**Q:** I have to choose a plane-wave cutoff for a slightly distorted TiO₂ crystal. Can I judge the error in the energy without running a whole series?

**A:** Roughly, yes. Remember the sizes first: the error is several eV per atom at 200 eV, a few tenths of an eV at 300 eV and a few meV at 500 eV. These are r2SCAN energies for one cell with its atoms held fixed, and each error is taken relative to a run at 600 eV.

Ansatz 0.2.0, r2SCAN with plane waves and the soft_2 PAW set, no spin polarisation: single-point runs on a distorted six-atom TiO₂ cell with a 6×6×6 k mesh and Gaussian smearing of 0.02 eV. The reference is the run at a wave cutoff of 600 eV, and the density cutoff is always four times the wave cutoff. Pressure is positive in compression.

| wave cutoff | energy less reference (meV per atom) | pressure less reference (GPa) | largest force change (eV/Å) | pressure (GPa) |
| --- | --- | --- | --- | --- |
| 200 eV | 5602.8 | 7.767 | 2.097 | 5.147 |
| 250 eV | 1429.5 | -6.335 | 0.209 | -8.955 |
| 300 eV | 324.0 | -1.110 | 0.194 | -3.730 |
| 350 eV | 58.4 | -0.088 | 0.021 | -2.708 |
| 500 eV | 2.4 | 0.016 | 0.003 | -2.604 |

**Q:** Why does the error fall so steeply?

**A:** Think of two limits. With unlimited waves every orbital can be drawn exactly, and the error vanishes. With only long waves, the compact parts of the orbitals near the atoms are blurred, and the energy lies too high. Each shorter wave that is added lets the energy sink further, by an amount that depends on how much of that wave the orbitals contain.

**Q:** And how much do they contain?

**A:** For a smooth, bell-shaped (Gaussian) orbital, the squared weight of a wave falls exponentially with the square of its wave number. The cutoff is the kinetic energy of the shortest wave allowed, and it grows with that same square. Equal steps in cutoff should therefore divide the error by roughly equal factors. This is theory for an idealised orbital; the table can show only whether the errors behave that way.

**Q:** What is the factor here?

**A:** Going from 200 to 250 eV divides the error by 3.9, so take four. The rule is then to start from the error at 200 eV and keep a quarter of it for every further 50 eV. Those two rows set the rule, and only the later ones test it.

**Q:** Let me try 300 eV. That is two steps, so I divide by 4 × 4 = 16. From 5603 meV per atom I get about 350.

**A:** The calculation gives 324, so you are 8% too high. Now try a long reach, to 500 eV.

**Q:** Six steps, so I divide by 4⁶ = 4096 and get about 1.4 meV per atom.

**A:** The calculation gives 2.4, so this time the rule promises too small an error. At 350 eV it errs the other way and is half as large again as the computed value. Over the whole table it stays within a factor of two, while the error itself shrinks about two thousandfold. That is good enough to choose a cutoff, but not to correct an energy.

**Q:** Why does it miss in both directions?

**A:** Because the factor is not constant. It rises above five between 300 and 350 eV, then drops to an average of about three per 50 eV on the way to 500 eV. Real orbitals are not single Gaussians. A sharper feature would leave a slowly fading tail, which could explain the drop but not the rise. The rise may come from p and d orbitals, whose weight is expected to fall gently at first and then more steeply. Both are guesses, because the cutoff for the electron density was raised together with that for the orbitals, and no run separates the two.

**Q:** Would another formula do better?

**A:** An error that falls exponentially with the wave number itself, and so with the square root of the cutoff, is also reasonable. I fitted both forms to the logarithm of the energy error on all five rows; the output below gives the details. The square root follows the points somewhat more closely, but five points with such an uneven fall cannot decide between them. The quarter rule has the merit that you can do it in your head.

**Q:** It needs the error at 200 eV, though. In a new project I would have only total energies.

**A:** Then use the last drop. If the error falls to a quarter in one step, three quarters of it have just disappeared, and what remains is a third of the drop. From 300 to 350 eV the energy falls by 324 − 58 = 266 meV per atom, which leaves an estimated 89. The computed remainder is 58, so the estimate is on the safe side here. Keep to single steps of 50 eV, and do not count on that safety at higher cutoffs. Over the long step from 350 to 500 eV, where the error fades more slowly, the same reasoning gives less than half the computed remainder.

**Q:** May I use the rule for pressures and forces as well?

**A:** No. They measure how the energy changes when the cell or the atoms move, so their errors depend on how the energy error varies, not on how large it is. Such a variation can have either sign: the pressure error is +7.8 GPa at 200 eV and −6.3 GPa at 250 eV, even after the usual correction for a finite basis. The largest force change hardly improves between 250 and 300 eV, although the energy error falls more than fourfold.

**Q:** So which cutoff should I take?

**A:** Of those in the table, 500 eV. The program flags all the lower ones as below its recommended value, and at 500 eV pressure and forces have settled too. The factor of four belongs to this material and to the soft set of PAW potentials used here. More compact orbitals need shorter waves, so their error would shrink more slowly with each step. A new material therefore needs its own factor, and three total energies at equal steps give an estimate: divide the first drop by the second. Here the drops from 250 to 300 eV and from 300 to 350 eV give 1106 / 266, again about four. The error that remains is then roughly the last drop divided by the factor less one.

Output of the analysis:

```
Quarter rule from the 200 eV row in meV per atom:
     row  computed error  divisor   rule  rule over computed
  200 eV            5603        1   5603                   1
  250 eV            1430        4   1401              0.9799
  300 eV             324       16  350.2               1.081
  350 eV            58.4       64  87.54               1.499
  500 eV             2.4     4096  1.368              0.5699
Remaining error from the last drop in meV per atom:
     row  last drop  divide by  estimate  estimate over computed
  250 eV       4173          3      1391                  0.9731
  300 eV       1106          3     368.5                   1.137
  350 eV      265.6          3     88.53                   1.516
  500 eV         56         63    0.8889                  0.3704
Factor by which each error shrinks from the row before:
     row  energy per 50 eV  energy whole step  force whole step  pressure size whole step
  250 eV             3.919              3.919             10.03                     1.226
  300 eV             4.412              4.412             1.077                     5.707
  350 eV             5.548              5.548             9.238                     12.61
  500 eV             2.898              24.33                 7                       5.5
Energy error at 200 eV over that at 500 eV: 2334
Gaussian width implied by a quarter per 50 eV, order of magnitude only, in angstrom: 0.325
fit of log(err) on 5 rows: constant 13.66 +/- 0.49, coefficient of cut -0.02604 +/- 0.0015; rms 0.259, worst 350 eV 0.475, leave-one-out rms 0.653
fit of log(err) on 5 rows: constant 22.32 +/- 0.56, coefficient of sqrt(cut) -0.9617 +/- 0.031; rms 0.152, worst 350 eV 0.257, leave-one-out rms 0.239
Fitted division of the error per 50 eV, exponential in cutoff: 3.677
Typical miss as a factor, exponential in cutoff: 1.295
Typical miss as a factor, exponential in root of cutoff: 1.165
Basis-set pressure already corrected for, between 300 and 350 eV, rough size in GPa: 15.97
Error left in the 600 eV reference if the last rate went on, rough size in meV per atom: 0.3244
```
